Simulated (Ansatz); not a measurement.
# Sb: the cost of one run

Method: DFT PBEsol, scalar-relativistic, plane waves, PAW, in Ansatz 0.2.0.

3 further runs of the same task are left out: 3 set aside as unsound or not needed.

## Step 1: The starting structure

The structure is cubic, space group Pm-3m (No. 221). Conventional cell: a = 3.062 Å, b = 3.062 Å, c = 3.062 Å, α = 90.00°, β = 90.00°, γ = 90.00°. Around Sb (site symmetry m-3m) lie 6 Sb at 3.06 Å.

Structure file:

```
CELL_PARAMETERS angstrom
3.06174 0.00000 0.00000
0.00000 3.06174 0.00000
0.00000 0.00000 3.06174
ATOMIC_POSITIONS crystal
Sb 0.00000 0.00000 0.00000
```

It is the result of an earlier relaxation at this level (volume 28.70 Å³/atom; gap on the mesh: none (metal)).

The unstrained cell comes from an earlier run at this level (1 atoms, E(σ→0) -6408.0578 eV, gap none (metal)).

## Step 2: The cell strained by -1.0 %

The input, input.yaml:

```yaml
crystal:
  lattice:
    - [3.0311263416, 0.0, 0.0]
    - [0.0, 3.0311263416, 0.0]
    - [0.0, 0.0, 3.0801142421]
  atoms:
    - { symbol: Sb, position: [0.0, 0.0, 0.0] }
basis:
  ecutwfc: 420
kpoints:
  mp_grid: { grid: [18, 18, 18] }
hamiltonian:
  xc: pbesol
scf:
  occupations: { method: gaussian, width: 0.1 }
output:
  forces: true
  stress: true
  eigenvalues: true
relax:
  adjacent_minimum: "off"
  f_tol: 0.008
  max_steps: 40
  cell: { stress_tol: 0.015, fix: [a, b, gamma] }
```

On the command line:

```bash
$ ansatz run input.yaml --threads 1 --pin off --max-ram 2560MiB --backend cpu --events-out ev --progress --plain --runs-dir out
```

What time and memory should one allow on 1 thread of Intel Xeon Platinum 8259CL at 2.50GHz (Skylake/Cascade Lake), shared host?

About 41 s, with a peak of 0.55 GiB.
